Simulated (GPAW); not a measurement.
# Fitting the LDA energy curve of Pd

```
Pd
1.0
     0.00000    1.94650    1.94650
     1.94650    0.00000    1.94650
     1.94650    1.94650    0.00000
Pd
1
Direct
  0.00000 0.00000 0.00000
```

The cell was scaled at fixed shape and fractions and run with GPAW, HGH pseudopotentials, cutoff 1600 eV; LDA, k mesh 9 × 9 × 9 on the cell of 1 atom, fermi-dirac occupations of 0.05 eV, no spin polarisation, no spin-orbit coupling. Energies are those that the program minimises, any entropy of the smearing included. For a metal such a mesh isn't converged to the digits shown.

| V (Å³/atom) | energy over the lowest row (meV/atom) |
| --- | --- |
| 13.8650 | 22.51 |
| 14.1600 | 6.53 |
| 14.4550 | 0.00 |
| 14.7500 | ? |
| 15.0450 | 10.83 |
| 15.3400 | 26.28 |
| 15.6350 | 47.32 |

**Question.** Fit the third-order Birch-Murnaghan form, give V0, B0 and B′, and predict the energy left open.

**Answer.** With y = (V0/V)^(2/3), E = E0 + (9 V0 B0/16) [(y - 1)³ B′ + (y - 1)² (6 - 4y)]. Least squares through the rows shown give V0 = 14.5346 Å³/atom, E0 = -0.29 meV, B0 = 214.1 GPa (1 eV/Å³ = 160.218 GPa) and B′ = 5.43, with a largest miss of 0.01 meV. At V = 14.7500 the form with these constants gives 1.78 meV; the run gave 1.77 meV an atom. Other set-ups at this level, from all their volumes (Å³/atom, GPa): GPAW, the program's PAW data sets (release 1.2.1) made for this functional: V0 14.139, B0 228.5. Measured volume: 14.72 Å³/atom at 300 K (a printed reference work), so the fit lies -1.3 % from it. The runs are for a static lattice.
